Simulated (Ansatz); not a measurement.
Space group Pm-3m (No. 221). a = 3.110 Å, b = 3.110 Å, c = 3.110 Å, α = 90.00°, β = 90.00°, γ = 90.00°
```json
{"atom": "Sb", "site": "1a", "symmetry": "m-3m", "x": "0.0000", "y": "0.0000", "z": "0.0000"}
```

Equation of state of this Sb structure (not necessarily the ground state), with shape and atoms relaxed at each volume where symmetry leaves them free. It has no gap at any of these volumes. Computed with DFT PBE, scalar-relativistic, plane waves, PAW in Ansatz 0.2.0.

Plane waves to 420 eV, a k mesh through Γ of 14×14×14 on the computed 1-atom cell and Gaussian smearing (0.10 eV); no spin polarisation.

```
V (Å³/atom) E − E(largest V) (meV/atom) P (GPa)
     26.482                        48.57     9.08
     27.385                         5.87     6.23
     28.288                       -22.19     3.81
     29.191                       -37.62     1.75
     30.094                       -42.43     0.00
     30.996                       -38.20    -1.49
     31.899                       -26.22    -2.78
     33.103                         0.00    -4.20
```

Question: Fit a third-order Birch–Murnaghan equation to E(V).

Answer: V0 = 30.10 Å³/atom, B0 = 54 GPa, B0' = 4.3.

Spin-orbit coupling is left out, which matters for the bands of heavy elements.

This simple cubic form isn't the element's structure at ambient conditions.